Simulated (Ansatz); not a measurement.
SnO₂ films: biaxial stress and wafer bow

Plane-wave DFT in Ansatz, PBE, scalar-relativistic PAW potentials, cutoff 420 eV, no spin-orbit coupling; no spin polarisation. SnO₂ in space group P4_2/mnm, strained equally along a and b of the conventional cell, with c and the atoms relaxed within the symmetry (a film with c along the normal). Stress is the in-plane mean, tension positive.

| strain (%) | stress (GPa) | E − E(0) (meV/atom) |
| --- | --- | --- |
| -4.5 | -13.69 | 46.1 |
| -3.0 | -8.78 | 20.0 |
| -1.5 | -4.19 | 4.8 |
| +0.0 | -0.02 | 0.0 |
| +1.5 | 3.67 | 4.4 |
| +3.0 | 6.80 | 16.9 |
| +4.5 | ? | 36.4 |

Task: Fit the stress, get the biaxial modulus and predict the missing row.

Result: A parabola through the given rows is σ = -0.05 + 2.593 ε -0.0992 ε² GPa (ε in %), so M = dσ/dε = 259 GPa at zero. It predicts 9.61 GPa at +4.5 %; the run gave 9.32 GPa. The miss is 0.29 GPa, so the fit holds even one step beyond its range. The negative square term means that the film is stiffer in compression than in tension. The energies check it: E/V = Mε² at small strain, and a cubic fit with V = 12.58 Å³/atom gives M = 259 GPa, in agreement.

Task: How much does a 50 nm film at +0.2 % strain bow a 300 mm Si(001) wafer 775 μm thick?

Result: The fit, without its small constant, gives σ = 0.51 GPa. Stoney's formula, κ = 6σt_f/(M_s t_s²) with M_s = 180.5 GPa for Si(001) (literature), gives |κ| = 1.41×10⁻³ m⁻¹ and a bow κr²/2 = 15.9 μm at r = 150 mm, with the film side concave (tension pulls the edges up). This assumes a single-crystal or fully textured, unrelaxed film at 0 K.

Cost: about 2.5 core-minutes for the runs cited, on Intel Xeon 6975P-C (Granite Rapids) (shared hosts).

The film resists compression increasingly strongly and yields progressively in tension, as expected from the anharmonic Sn–O bond: short-range repulsion steepens as the ions approach, while the restoring force weakens as they separate. The +4.5 % run falls below the parabola, which suggests that higher-order softening is already setting in, so the fit shouldn't be trusted much further towards the ideal strength. At the strain used for the wafer this curvature hardly matters, and the bow depends almost entirely on the linear modulus.

That modulus is lower than the measured elastic constants of rutile SnO₂ imply. The likely cause is PBE's underbinding, which expands the cell and softens the bonds; at a given strain, the real bow would then probably be somewhat larger. The compressive branch doesn't establish that the rutile structure survives there, because the imposed tetragonal symmetry excludes the orthorhombic, CaCl₂-type octahedral rotation by which rutile oxides commonly relieve compression.
